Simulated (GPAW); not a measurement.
**CsPbBr3 in GPAW: convergence with empty bands an atom in the response**

Input of the first run (empty bands an atom in the response 2); the others differ in this setting and in those tied to it:

Contents of run.py:

```python
import numpy as np
from ase.dft.bandgap import bandgap
from ase.io import read, write
from gpaw import GPAW, PW
from gpaw.response.df import DielectricFunction

atoms = read('CsPbBr3.xyz')

calc = GPAW(mode=PW(450),
            xc='PBE',
            kpts={'size': (4, 4, 4), 'gamma': True},
            occupations={'name': 'fermi-dirac', 'width': 0.001},
            nbands=37,
            convergence={'density': 1e-06},
            maxiter=150,
            txt='gpaw.txt')
atoms.calc = calc
energy = atoms.get_potential_energy()
calc.write('gs.gpw')
write('result.traj', atoms)
print(f'Energy: {energy:.6f} eV')
print('Fermi level:', round(calc.get_fermi_level(), 4), 'eV')
print(f'Gap: {bandgap(calc)[0]:.4f} eV, direct: {bandgap(calc, direct=True)[0]:.4f} eV')

for size in [(7, 7, 7)]:
    name = 'x'.join(str(n) for n in size)
    dense = calc.fixed_density(kpts={'size': size, 'gamma': True},
                               nbands=38, convergence={'bands': 32, 'eigenstates': 1e-7},
                               update_fermi_level=True, txt=f'dense-{name}.txt')
    dense.write(f'{name}.gpw', mode='all')
    df = DielectricFunction(f'{name}.gpw', frequencies=np.array([0.0]), hilbert=False, eta=0.001,
                            ecut=80, nbands=32, intraband=False, txt=f'df-{name}.txt')
    for xc in ['RPA']:
        for direction in ['x', 'y', 'z', [0, 1, 1], [1, 0, 1], [1, 1, 0]]:
            e0, e = df.get_macroscopic_dielectric_constant(xc=xc, direction=direction)
            print(f'{name} {xc} {direction}: {e0:.4f} without, {e:.4f} with local fields')
```

File CsPbBr3.xyz:

```xyz
5
Lattice="5.8700000000 0.0000000000 0.0000000000 0.0000000000 5.8700000000 0.0000000000 0.0000000000 0.0000000000 5.8700000000" Properties=species:S:1:pos:R:3 pbc="T T T"
Pb     2.9350000000      2.9350000000      2.9350000000
Cs     0.0000000000      0.0000000000      0.0000000000
Br     2.9350000000      2.9350000000      0.0000000000
Br     2.9350000000      0.0000000000      2.9350000000
Br     0.0000000000      2.9350000000      2.9350000000
```

Potentials or basis: GPAW PAW data sets (gpaw-data 1.2.1), pw.

Run with:

```console
$ OMP_NUM_THREADS=1 python run.py
```

Measurements of this composition are mostly on another form, of space group No. 62.

Hardware: 1 thread of Intel(R) Xeon(R) Platinum 8375C CPU @ 2.90GHz (Ice Lake), on a shared host.

```csv
empty bands an atom in the response,dielectric constant,SCF cycles,CPU time (s),peak memory (GiB)
2,4.031,11,100,0.52
3,4.223,11,150,0.53
5,4.297,11,200,0.55
8,4.309,11,200,0.59
12,4.315,11,280,0.65
18,4.321,11,460,0.71
26,4.325,11,830,0.8
```

Against the tightest run, the dielectric constant stays within 0.05 from 5 on. The tightest run that finished is the yardstick and may itself not be fully converged.

Caveat, for the tightest run too: the long-wavelength limit can be off by a per cent or two; spin-orbit coupling is left out, which as a rule narrows the gap of such compounds by several tenths of an eV; an odd mesh through Γ misses points on the zone boundary, where band edges often lie.
